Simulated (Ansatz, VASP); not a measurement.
**KI: VASP beside Ansatz**

INCAR

```
ALGO = Normal
EDIFF = 1E-6
ENCUT = 520
GGA = PE
ISIF = 2
ISMEAR = -1
LASPH = T
LCHARG = F
LREAL = F
LWAVE = F
NBANDS = 15
NELM = 60
PREC = Accurate
SIGMA = 0.02
```

File KPOINTS:

```
k-points
0
Gamma
  6 6 6
```

The input POSCAR:

```
KI
1.0
    0.0000000000      3.5442842164      3.4911199532
    3.5442842164      0.0000000000      3.4911199532
    3.5442842164      3.5442842164      0.0000000000
K I
1 1
Direct
    0.0000000000      0.0000000000      0.0000000000
    0.5000000000      0.5000000000      0.5000000000
```

Input for Ansatz:

```yaml
crystal:
  lattice:
    - [0.0, 3.5442842164, 3.4911199532]
    - [3.5442842164, 0.0, 3.4911199532]
    - [3.5442842164, 3.5442842164, 0.0]
  atoms:
    - { symbol: K, position: [0.0, 0.0, 0.0] }
    - { symbol: I, position: [0.5, 0.5, 0.5] }
kpoints:
  mp_grid: { grid: [6, 6, 6] }
  band_path:
    path:
      - [0.0, 0.0, 0.0]
      - [0.5, 0.0, 0.5]
      - [0.625, 0.25, 0.625]
      - [0.375, 0.375, 0.75]
      - [0.5, 0.5, 0.5]
      - [0.5, 0.25, 0.75]
    npoints: 1
hamiltonian:
  xc: pbe
scf:
  occupations: { method: fermi_dirac, width: 0.02 }
  n_extra_bands: 4
output:
  forces: true
  stress: true
  eigenvalues: true
```

Change from the starting cell: uniaxial_z strain -1.5%.

Alike in both runs: task single point; functional PBE; k mesh 6 × 6 × 6; occupations fermi-dirac, width 0.02 eV; no spin polarisation.

|  | VASP | Ansatz |
| --- | --- | --- |
| version | VASP 6.6.1 | Ansatz 0.2.0 |
| potentials or method | VASP PAW PBE potentials, release 64 (K_sv, I) | plane waves, PAW |
| plane-wave cutoff (eV) | 520 | 420 |
| valence electrons in the cell | 16 | 26 |

VASP gave:

```
gap on the k mesh at the Fermi level (eV)       : 3.97
pressure (GPa)                                  : 0.7
largest component of the traceless stress (GPa) : 0.29
```

Task: Estimate Ansatz's values.

Result: gap on the k mesh at the Fermi level (eV): 3.98; pressure (GPa): 0.7; largest component of the traceless stress (GPa): 0.28.

The functional is the same, so the differences come from potentials, cutoffs and numerics. The two sets of potentials don't hold the same shells in valence.

Caveats: spin-orbit coupling is left out, which moves the levels of the heavy elements.
